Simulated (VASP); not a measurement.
Runs of VASP 6.6.1 on AlN. The structure is hexagonal, space group P6_3mc (No. 186). The conventional cell has a = 3.113 Å, b = 3.113 Å, c = 4.982 Å, α = 90.00°, β = 90.00°, γ = 120.00°. Around Al (site symmetry 3m) lie 4 N at 1.89 to 1.90 Å. N (site symmetry 3m) has 4 Al at 1.89 to 1.90 Å as nearest neighbours. 

```tsv
task	level	potentials or basis	cell	cutoff (eV)	k mesh for the DOS	occupations for the DOS	gap on the mesh (eV)	pressure (GPa)	largest force (eV/Å)
band structure	PBE	VASP PAW PBE potentials, release 64 (Al, N)	as given	520	-	-	4.19	3.4	-
band structure	LDA	VASP PAW LDA potentials, release 64 (Al, N)	as given	520	-	-	(b)	-4.2	0.01
optical spectrum	PBE	VASP PAW PBE potentials, release 64 (Al, N)	as given	520	-	-	4.19	3.4	-
band structure	TB-mBJ	VASP PAW PBE potentials, release 64 (Al, N)	as given	520	-	-	5.35	-	-
relaxation of cell and atoms	PBEsol	VASP PAW PBE potentials, release 64 (Al, N)	relaxed	600	-	-	4.12	0.1	-
band structure	r2SCAN	VASP PAW PBE potentials, release 64 (Al, N)	as given	520	-	-	(a)	-1.4	0.01
```

Alike in all rows: no spin polarisation; k mesh 12 × 12 × 6; smearing gaussian 0.03 eV.

Question: Estimate the missing entries.

Answer: (a) 4.87; (b) 4.21.

Caveats: the PAW data sets were made with another functional, which shifts forces and pressure a little (some runs); spectra need much finer meshes, so this one isn't converged (some runs); independent-particle spectra lack excitons (some runs).

A k mesh can miss the band edges.
